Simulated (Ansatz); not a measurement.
# Cs and OH on Nb(110), hollow start, 2x2 cell: work function, bands and core levels, part 3 of 4

Aim: how the adsorbate changes the work function, the valence spectrum and the core levels in Cs and OH on Nb(110), hollow start, 2x2 cell. Spin–orbit coupling is left out of the bands throughout.

Ansatz 0.2.0; DFT, PBE, plane-wave PAW, default files, scalar-relativistic.

So far, work function, upper face (eV): step 2 (the clean face) 4.48; step 3 (relaxation) 1.92.

## Step 4: Layer-resolved bands, DOS and potential (continued)

A(k,E), total over k along the path and E. Zero: Fermi level.

Ten even steps from '0' (0.0 eV⁻¹) to '9' (7.6 eV⁻¹), each cell a mean:
```
321412456733431231335523310233
111232235422011122221432111221
021134545620003014446211244210
422145688531131224666212412324
124565567212213456558944221331
014864444312201576444563235510
124544443343112554445543244231
886333310201388533331156544568
100000000321010000000023466421
122200001453212310000134565332
332220003344432231000324310323
343121023146534213003110000034
212113420201321211441110000002
000111012000000011001000000000
000011210000000010220100000000
000010010000000001001000000000
000002210000000000220000000000
000000000000000000000000000000
000000000000000000000000000000
000000000000000000000000000000
000000000000000000000000000000
000000000000000000000000000000
```
Columns: k along the path (Å⁻¹) from 0 to 5.89 (not evenly spaced); rows upwards: E (eV) from -7.7 to 1.71.

A(k,E), top over k along the path and E. Zero: Fermi level.

Ten even steps from '_' (0.00 eV⁻¹) to '@' (1.34 eV⁻¹), each cell a mean:
```
==--**++======++==**==--==--==**========**====::::....::::==
..::====--++++------::::..::..====--**++----==::..::::..::..
__....**--------++==::..____..--**--==--==++--::::::--::..__
......::++--::++**::::____......==++::::++==..__......::....
........==++**==::..____..........++****++::................
____..::::::..----..________....::::....--::....____....____
......::==##@@**--..............::++%%@@++::..____..........
....::........____..______....::........__..::::......__....
____________________________________________________________
____________________________________________________________
____________________________________________________________
____________________________________________________________
____________________________________________________________
____________________________________________________________
____________________________________________________________
____________________________________________________________
____________________________________________________________
::::--::::::::::::--------::::--::::::::::----======------::
====------------::::--========----------------------========
____________________________________________________________
____________________________________________________________
____________________________________________________________
```
Columns: k along the path (Å⁻¹) from 0 to 5.89 (not evenly spaced); rows upwards: E (eV) from -7.7 to 1.71.

A(k,E), middle over k along the path and E. Zero: Fermi level.

Ten even steps from '_' (0.00 eV⁻¹) to '@' (3.86 eV⁻¹), each cell a mean:
```
::..__::__..--==**++--::--::__..::__::::====....::..__::::::
__..__..::....::++--::..__....__::::......--::........::..__
__....__--====++==++..______::__..======**::....::::::....__
==::::..--**##%%%%==::....==::::..--####++....::::....::::==
..--==++**==--++%%::....::..--++++**==--##@@++==::::..--==..
__..==##++----------::::::__..++**==------++##==::--==**..__
::::++++==----====--++--::::--++++==----==++====--==++----::
@@@@**========::__::__..==@@%%++========::..==**++==++**##@@
......____________==::........____________..--==++####==::..
..::--::________..==++--::::::--::________::==++**##%%----::
----::----______--==++====--::::==..______==::++++::__==----
==++==..--::__----..++%%++==++--..==....==..::..______..====
--::--....==++::__::__::++::..::....++++......____________::
______::....__..::______________....____..__________________
________....::..________________....::::__::________________
________..____..__________________::____::__________________
__________::--..____________________----____________________
____________________________________________________________
____________________________________________________________
____________________________________________________________
____________________________________________________________
____________________________________________________________
```
Columns: k along the path (Å⁻¹) from 0 to 5.89 (not evenly spaced); rows upwards: E (eV) from -7.7 to 1.71.

A(k,E), bottom over k along the path and E. Zero: Fermi level.

Ten even steps from '_' (0.00 eV⁻¹) to '@' (2.99 eV⁻¹), each cell a mean:
```
--..__--__..--====##--::==--....::__::::====::==--____::==--
....__..::....::++--::::__....__::::....__==--......__::..__
__::..__::==----++++::______--____------==..____::##++::::__
--..::..------**##**--....::..::..----====____..**..--==::--
..::--======++****....::::..::--======++##@@==++::::..--::..
__..--%%##++++==++::......__..++%%##++++==++**--..::++==____
..::====--::::::::::--::....::++==--::----====--::====::::..
####==::..::::____..____::####--::::::::__..++##**==--==++##
__________________::::..____________________..::==++++==::..
..::::..__________--==::::..::::..________..::--====--::==::
==--::::::______::--==++====--::--..______--::::::____::::==
::----::::..__::--__--====::--::..--____--....__________::--
..__......----::__..__..::..__......----....______________..
______......__..::______________..::____::__________________
________..::::..________________..__::--__..________________
______________..__________________..____..__________________
__________..::..____________________::..____________________
____________________________________________________________
____________________________________________________________
____________________________________________________________
____________________________________________________________
____________________________________________________________
```
Columns: k along the path (Å⁻¹) from 0 to 5.89 (not evenly spaced); rows upwards: E (eV) from -7.7 to 1.71.

Peaks of A(k,E) at the labelled points: for each region the eleven nearest the zero at most, each over 6 % of that point's highest, less those above the energy where the solved bands run out; weight and spread sum the levels within three half widths or 0.3 eV, so near peaks share levels. Peaks of the spectral function, the first 40 of 196 rows:

```csv
point,weight on,E (eV),A (1/eV),weight near the peak,rms spread of levels (eV)
"(½,0)",total,-1.6,12.98,3.381,0.068
"(½,0)",total,-1.48,9.298,3.479,0.085
"(½,0)",total,-1.18,3.125,1.506,0.16
"(½,0)",total,-1,1.239,0.577,0.088
"(½,0)",total,0.12,5.287,1.899,0.124
"(½,0)",total,0.26,4.18,1.722,0.103
"(½,0)",total,0.7,0.87,0.112,0.016
"(½,0)",total,1.16,1.209,0.628,0.101
"(½,0)",total,1.4,3.77,1.548,0.144
"(½,0)",total,1.58,3.826,1.509,0.115
"(½,0)",top,-1.48,0.446,0.132,0.117
"(½,0)",top,-1.18,0.297,0.118,0.183
"(½,0)",top,-1,0.254,0.08,0.101
"(½,0)",top,-0.6,0.128,0.019,0.05
"(½,0)",top,-0.06,0.406,0.159,0.09
"(½,0)",top,0.12,0.55,0.201,0.13
"(½,0)",top,0.26,0.303,0.148,0.097
"(½,0)",top,0.7,0.105,0.014,0.019
"(½,0)",top,1.16,0.401,0.194,0.107
"(½,0)",top,1.4,1.038,0.357,0.152
"(½,0)",top,1.58,0.721,0.323,0.115
"(½,0)",middle,-1.6,7.933,1.886,0.067
"(½,0)",middle,-1.48,4.501,1.948,0.087
"(½,0)",middle,-1.18,2.077,0.822,0.161
"(½,0)",middle,-1,0.716,0.382,0.083
"(½,0)",middle,0.12,2.972,1.032,0.118
"(½,0)",middle,0.26,2.402,0.954,0.1
"(½,0)",middle,1.4,1.748,0.568,0.138
"(½,0)",middle,1.58,1.121,0.561,0.121
"(½,0)",middle,1.66,1.126,0.561,0.121
"(½,0)",bottom,-1.6,3.837,1.189,0.066
"(½,0)",bottom,-1.48,3.982,1.208,0.075
"(½,0)",bottom,-1.18,0.708,0.54,0.127
"(½,0)",bottom,0.12,1.564,0.586,0.124
"(½,0)",bottom,0.26,1.307,0.546,0.106
"(½,0)",bottom,0.34,1.257,0.546,0.106
"(½,0)",bottom,0.7,0.273,0.033,0.013
"(½,0)",bottom,1.16,0.369,0.137,0.111
"(½,0)",bottom,1.42,0.909,0.593,0.134
"(½,0)",bottom,1.58,1.925,0.598,0.1
```

The DOS has structure finer than the step of the table below, so its rows give means over 1 eV, whole bins alone (the curve runs from -30.0 to 1.43 eV). Peaks (eV: height): total -10.5: 19.9, -6.1: 9.29, -2.6: 23.2, -1.4: 31.6; Nb 4d -2.5: 19.3, -1.4: 30.2; Nb 5s -3.3: 4.64, -0.4: 2.69; Cs 5p -10.5: 19.6; O 2p -9.6: 4.74, -6.1: 7.45.

* holds the states left over by the projection beside any projected weight of its own, shared among the starred shells. Table of DOS by E, zero at the Fermi level; means over each step; 7 of 12 lines; values in states/eV/cell:

```csv
E (eV),total,Nb 4d,Nb 5s,Cs 5p,O 2p,Nb 5p*,Cs 6s
-29,0.0542,1.3e-4,4.8e-5,0,0,0,0
-28,0,0,0,0,0,0,0
-27,0,0,0,0,0,0,0
-26,0,0,0,0,0,0,0
-25,0,0,0,0,0,0,0
-24,1.54,0.00463,0.00664,3.7e-4,3.2e-5,8.7e-5,8.8e-4
-23,0.455,0.00136,0.00195,1.1e-4,9.4e-6,2.6e-5,2.6e-4
-22,1.47,0.0592,0.0377,0,0.0272,0.0225,0.00183
-21,0.532,0.0215,0.0136,0,0.00986,0.00819,6.5e-4
-20,0,0,0,0,0,0,0
-19,0,0,0,0,0,0,0
-18,0,0,0,0,0,0,0
-17,0,0,0,0,0,0,0
-16,0,0,0,0,0,0,0
-15,0,0,0,0,0,0,0
-14,0,0,0,0,0,0,0
-13,0,0,0,0,0,0,0
-12,0,0,0,0,0,0,0
-11,1.82,0.00682,0.00585,1.80,0.00603,6.1e-4,0.00178
-10,5.71,0.131,0.0674,4.14,1.05,0.0283,0.00418
-9,0.468,0.0344,0.0154,0.00658,0.318,0.00840,1.0e-4
-8,0,0,0,0,0,0,0
-7,0.00368,4.7e-4,2.4e-4,0,0.00291,3.4e-5,1.7e-5
-6,4.04,0.523,0.245,0,3.21,0.0379,0.0107
-5,0.990,0.0311,0.920,0,0.0109,0.0241,6.1e-4
-4,3.16,0.863,2.17,0,0.0176,0.0930,0.00657
-3,17.3,13.1,3.78,0,0.0748,0.313,0.0178
-2,19.0,17.0,1.40,0,0.0956,0.372,0.0221
-1,26.8,24.5,1.27,0,0.0901,0.613,0.335
0,21.9,17.7,2.20,0,0.0718,1.10,0.676
```

This run's widths, added to any smearing of the DOS itself: Gaussian 0.45 eV, Lorentzian 0.2 eV plus 0.05 an eV of depth. Table of intensity by binding energy, zero at the Fermi level; values in % of the maximum within 13 eV:

```csv
binding energy (eV),21.2 eV,40.8 eV,1253.6 eV,1486.7 eV,8047.8 eV
0,44.7,44.6,46.2,46.5,17.9
2,67.4,68.9,68.0,68.2,23.3
4,8.56,10.8,10.9,11.6,14.7
6,20.8,95.6,5.58,5.54,4.04
8,3.04,5.91,2.11,2.40,3.49
10,41.2,41.8,29.1,34.3,59.7
12,-,3.58,3.67,4.32,7.37
14,-,1.07,1.17,1.36,2.12
16,-,0.689,0.973,1.12,1.68
18,-,0.740,1.25,1.42,2.10
20,-,1.92,2.75,3.04,4.07
22,-,7.75,9.73,10.6,14.1
24,-,1.94,12.1,14.3,39.2
26,-,1.50,6.52,7.69,11.9
28,-,4.47,20.6,24.3,31.7
```

Maxima picked by a test of local sharpness, so broad peaks and shoulders can be missing; peaks within 0.45 eV of a curve's cut are left out. Valence peaks, by row:

```csv
photon energy (eV),binding energy (eV),height (% of the maximum within 13 eV),main shell,its share (%)
21.2,10.4,62.86,Cs 5p,96.19
21.2,6.05,21.06,O 2p,80.1
21.2,2.35,67.96,Nb 4d,98.31
21.2,1.25,100,Nb 4d,99.1
40.8,21.6,9.887,O 2s,75.38
40.8,9.65,45.68,O 2p,74.18
40.8,6.05,96.81,O 2p,94.7
40.8,2.3,69.31,Nb 4d,92.91
40.8,1.25,100,Nb 4d,96.18
1254,23.6,14.35,Cs 5s,78.95
1254,21.65,10.88,O 2s,72.53
1254,10.45,47.44,Cs 5p,97.85
1254,6,5.617,Nb 4d,56.05
1254,2.4,70.03,Nb 4d,93.98
1254,1.25,100,Nb 4d,97.7
1487,23.6,16.97,Cs 5s,79.78
1487,21.65,11.62,O 2s,69.87
1487,10.45,56.28,Cs 5p,98.11
1487,6,5.577,Nb 4d,55.47
1487,2.4,70.61,Nb 4d,92.8
1487,1.25,100,Nb 4d,97.26
8048,23.6,47.85,Cs 5s,92.01
8048,10.45,100,Cs 5p,99.06
8048,2.7,31.47,Nb 5s,57.55
8048,0.5,31.28,Nb 4d,55.31
```

The planar mean, electrostatic potential oscillates, so the rows of the table below give means over windows of 1 Å about each position, cut where the curve ends. Its maxima inside the range that stand out by 2 % of the span (Å: eV): 1.8: 4.53, 8.6: -1.05, 11.0: -1.11, 13.3: -1.52, 16.4: 1.52. Its minima: 7.5: -21.6, 9.9: -21.5, 12.2: -21.4, 14.5: -21.5, 18.1: -2.94.

From the Fermi level. Planar mean, electrostatic potential against z; means over each step:

```csv
z (Å),"planar mean, electrostatic potential (eV)"
0,3.05
1,3.83
2,4.52
3,4.53
4,4.51
5,4.26
6,2.00
7,-12.7
8,-12.5
9,-6.13
10,-17.5
11,-3.52
12,-17.3
13,-6.71
14,-13.2
15,-12.5
16,-0.0836
17,-0.151
18,-2.69
19,-0.594
20,1.40
21,1.79
22,1.90
23,1.93
24,2.15
```

The intensity has structure finer than the step of the table below, so its rows give means over 1 eV, whole bins alone (the curve runs from -30.0 to 1.43 eV). Peaks (eV: height): O K -9.6: 37.2, -6.1: 99.3; O K, E along x -6.2: 153; O K, E along y -6.0: 154; O K, E along z -9.6: 109; Nb L-beta2 -1.3: 100.0.

Shapes are the site's partial DOS without matrix elements, which overweights lines from ligand s bands. Table of intensity by emission energy less the core level's binding energy, zero at the Fermi level; means over each step; values in % of the unpolarised maximum:

```csv
emission energy less the core level's binding energy (eV),O K,"O K, E along x","O K, E along y","O K, E along z",Nb L-beta2
-29,0.0377,0.0293,0.0274,0.0564,0.268
-28,0.0407,0.0292,0.0280,0.0648,0.244
-27,0.0463,0.0313,0.0301,0.0776,0.239
-26,0.0549,0.0342,0.0330,0.0975,0.250
-25,0.0689,0.0379,0.0364,0.132,0.273
-24,0.0977,0.0425,0.0407,0.210,0.309
-23,0.187,0.0475,0.0455,0.469,0.364
-22,0.525,0.0532,0.0511,1.47,0.437
-21,0.473,0.0604,0.0580,1.30,0.461
-20,0.197,0.0693,0.0665,0.456,0.450
-19,0.150,0.0805,0.0770,0.292,0.467
-18,0.154,0.0946,0.0902,0.278,0.510
-17,0.179,0.113,0.107,0.317,0.571
-16,0.222,0.137,0.130,0.399,0.651
-15,0.292,0.169,0.160,0.545,0.753
-14,0.410,0.216,0.202,0.812,0.884
-13,0.639,0.284,0.265,1.37,1.06
-12,1.20,0.395,0.364,2.83,1.31
-11,3.63,0.624,0.558,9.69,1.68
-10,23.1,0.975,0.955,67.4,2.23
-9,17.8,1.68,1.52,50.1,2.80
-8,4.80,4.21,3.33,6.85,3.67
-7,16.9,30.3,17.9,2.41,5.45
-6,76.3,113,115,1.45,8.61
-5,13.7,15.6,24.6,0.901,14.5
-4,3.28,4.20,4.90,0.727,30.9
-3,3.55,4.18,5.50,0.965,62.4
-2,3.86,3.69,6.55,1.34,89.4
-1,3.39,4.13,4.38,1.63,96.3
0,1.57,1.91,2.01,0.628,63.0
```

(Continued in part 4 of 4.)

[Logs are printed without paths, hosts, clocks, repeated set-up lines and the standing remarks that a program may print on its own settings, such as how far it seeks lower states.]

[Hosts, paths, dates, database ids (printed as entryN), source tags and the programs' standing remarks are cut or masked in the printed files.]

[Maps of the electrostatic potential energy from Ansatz leave out the sawtooth potential of an applied field or a dipole correction, so their vacuum need not be flat; work functions include it.]
